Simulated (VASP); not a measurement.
# CuO (Tenorite) under changes of volume

One of the cells (10.338 Å³/atom); the others are scaled copies at fixed shape and fractional positions:

```
Cu O
1.0
     2.35736   -1.72263    0.00000
     2.35736    1.72263    0.00000
    -0.85566    0.00000    5.09137
Cu O
2 2
Cartesian
  0.7509 -0.8613 2.5457
  1.1787 0.8613 0.0000
  1.7156 0.2811 3.8185
  2.1434 -0.2811 1.2728
```

* Program: VASP 6.6.1
* Functional: PBE
* Potentials or basis: VASP PAW PBE potentials, release 64 (Cu, O)
* Cutoff: 520 eV
* k mesh: 10 × 10 × 5
* Occupations: fermi-dirac, width 0.05 eV
* Spin: no spin polarisation

```csv
volume (Å³/atom),energy over the lowest point (meV/atom),pressure (GPa),largest force (eV/Å)
9.527,57.12,20.0,0.001
9.730,?,?,?
9.932,18.56,10.4,0.152
10.338,1.69,2.8,0.281
10.540,0.00,-0.5,0.337
10.743,2.21,-3.4,0.389
```

Task: What does the run at 9.730 Å³/atom give?

Result: Energy over the lowest point 34.82 meV/atom; pressure 14.9 GPa; largest force 0.079 eV/Å.

Worked out: A Birch-Murnaghan fit of order 3 (a polynomial in V^(-2/3)) to the other rows has its minimum at 10.52 Å³/atom with B0 = V·E''(V) = 160 GPa and B' = 4.8 at fixed shape and positions, which overstates the stiffness. It gives 34.77 meV/atom at 9.730 Å³/atom, against the run's 34.82, and -dE/dV = 15.2 GPa, against 14.9.

Energies are extrapolated to zero smearing.

Caveats: the run has no spin polarisation, though such a crystal can be magnetic.
